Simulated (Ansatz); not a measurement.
Runs of Ansatz 0.2.0 on NbAs. Symmetry: I4_1md, No. 109, tetragonal system. The conventional cell has a = 3.452 Å, b = 3.452 Å, c = 11.680 Å, α = 90.00°, β = 90.00°, γ = 90.00°. Around Nb (site symmetry 2mm) lie 6 As at 2.60 to 2.63 Å. As (site symmetry 2mm) is surrounded by 6 Nb at 2.60 to 2.63 Å. 

```tsv
task	level	U	cell	cutoff (eV)	gap on the mesh (eV)	pressure (GPa)	largest force (eV/Å)
density of states	PBEsol	-	as given	247	none	-2.3	0.29
density of states	PBEsol+U	Nb d U = 2 eV	as given	247	none	(a)	0.28
relaxation of cell and atoms	PBEsol	-	relaxed to 10 GPa	-	-	10.0	-
density of states	PBEsol+U	Nb d U = 6 eV	as given	247	none	2.3	(b)
relaxation of cell and atoms	PBEsol	-	relaxed to 20 GPa	-	-	20.0	0.01
relaxation of cell and atoms	PBEsol	-	relaxed to 5 GPa	-	-	5.0	-
density of states	PBEsol+U	Nb d U = 4 eV	as given	247	none	-0.9	0.27
relaxation of cell and atoms	PBEsol	-	relaxed to 30 GPa	-	-	30.0	0.01
relaxation of cell and atoms	PBEsol	-	relaxed	-	-	0.0	0.01
```

Alike in all rows: potentials or basis all-electron LAPW, scalar-relativistic; no spin polarisation; k mesh 11 × 11 × 11; smearing fermi-dirac 0.05 eV; basis error allowed 0.002 eV/atom.

Question: Fill in the values left out.

Answer: (a) -1.7; (b) 0.06.

Caveats: the density of states is complete only up to the lowest level of the last band computed (some runs); U is the effective U less J, on atomic orbitals that reach past the spheres (some runs); U without spin polarisation on a metal has little footing (some runs); the U is typed as a test and isn't derived for this compound (some runs).

A k mesh can miss the band edges, and the runs leave out spin-orbit coupling on As, Nb.

A gap of «none» marks a metal or a gap under the smearing width.

The runs don't all hold the same shells in valence.
